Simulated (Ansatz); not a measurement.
BN, a slab with vacuum:

```
B N
1.0
     2.50399    0.00000    0.00000
    -1.25200    2.16852    0.00000
     0.00000    0.00000   24.99180
B N
4 4
Direct
  0.66667 0.33333 0.30010
  0.33333 0.66667 0.43337
  0.66667 0.33333 0.56663
  0.33333 0.66667 0.69990
  0.33333 0.66667 0.30010
  0.66667 0.33333 0.43337
  0.33333 0.66667 0.56663
  0.66667 0.33333 0.69990
```

The cell isn't the ideal one: the (0 0 1) slab of BN, cut from the database cell, not relaxed.

Program: Ansatz 0.2.0. Alike in all runs: task projected density of states; potentials or basis Ansatz PAW; no spin polarisation; cell the (0 0 1) slab of BN, cut from the database cell, not relaxed; k mesh 12 × 12 × 1; smearing fermi-dirac 0.05 eV.

Q: Order these runs on this cell by their band gap on the k mesh, lowest first.
A. level PBEsol; cutoff (eV) 420
B. level r2SCAN; cutoff (eV) 500
C. level RPBE; cutoff (eV) 420

A: A (4.25 eV), C (4.45 eV), B (4.90 eV).

A k mesh can miss the band edges.

Runs at the PBE level aren't shown here.
